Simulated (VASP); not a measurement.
Write the native input for VASP 6.6.1 that does the following.

```
Task                   : relaxation of cell and atoms
Functional             : r2SCAN
Potentials or basis    : VASP PAW PBE potentials, release 64 (Ca_sv, F)
Cutoff                 : 600 eV
k mesh                 : 8 × 8 × 8
Occupations            : gaussian, width 0.02 eV
Spin                   : no spin polarisation
Dipole correction      : no
Further INCAR settings : ALGO = Normal; EDIFF = 1e-06; IBRION = 2; EDIFFG = -0.005; NSW = 100; ISIF = 3
```

Crystal: CaF2.

```
CELL_PARAMETERS angstrom
0.00000 2.75803 2.75803
2.75803 0.00000 2.75803
2.75803 2.75803 0.00000
ATOMIC_POSITIONS crystal
Ca 0.00000 0.00000 0.00000
F 0.75000 0.75000 0.75000
F 0.25000 0.25000 0.25000
```

The cell comes from a database or a generator and needn't be the stable form of this composition.

One way to write it, as run:

POSCAR

```
CaF2
1.0
    0.0000000000      2.7580259700      2.7580259700
    2.7580259700      0.0000000000      2.7580259700
    2.7580259700      2.7580259700      0.0000000000
Ca F
1 2
Direct
    0.0000000000      0.0000000000      0.0000000000
    0.7500000000      0.7500000000      0.7500000000
    0.2500000000      0.2500000000      0.2500000000
```

INCAR.step1

```
PREC = Accurate
ENCUT = 600
ISMEAR = 0
SIGMA = 0.02
LREAL = False
LASPH = True
NELM = 100
GGA = PE
ALGO = Normal
EDIFF = 1E-4
LWAVE = True
LCHARG = False
```

INCAR.step2

```
PREC = Accurate
ENCUT = 600
EDIFF = 1E-6
ISMEAR = 0
SIGMA = 0.02
LREAL = False
LASPH = True
NELM = 100
ALGO = Normal
ISIF = 3
LWAVE = False
LCHARG = False
METAGGA = R2SCAN
LMIXTAU = True
IBRION = 2
NSW = 100
EDIFFG = -0.005
ISTART = 1
```

KPOINTS

```
regular mesh
0
Gamma
  8 8 8
```

Potentials or basis: VASP PAW PBE potentials, release 64 (Ca_sv, F).

The run is started by

```console
$ cat potpaw_PBE.64/Ca_sv/POTCAR potpaw_PBE.64/F/POTCAR > POTCAR
$ cp INCAR.step1 INCAR
$ mpirun -np 1 vasp_std > vasp.out
$ cp INCAR.step2 INCAR
$ mpirun -np 1 vasp_std > vasp.out
```

Results of the run:

```json
{
  "Relaxed volume": "13.47 Å³/atom",
  "Relaxed cell": "a = 3.852 Å, b = 3.852 Å, c = 3.852 Å, α = 60.00°, β = 60.00°, γ = 60.00°",
  "Space group after relaxing (to 0.05 Å)": "Fm-3m (No. 225)",
  "Energy gained by relaxing": "5.1 meV/atom",
  "Ionic steps": "3",
  "Pressure after relaxing": "0.0 GPa",
  "Band gap on the k mesh": "8.00 eV, indirect (least direct gap 8.26 eV)"
}
```

Caveat: the PAW data sets were made with another functional, which shifts forces and pressure a little.

Run time: 2.5 min on 1 thread of Intel(R) Xeon(R) Platinum 8488C (Sapphire Rapids) (shared host), peak memory 0.19 GiB.
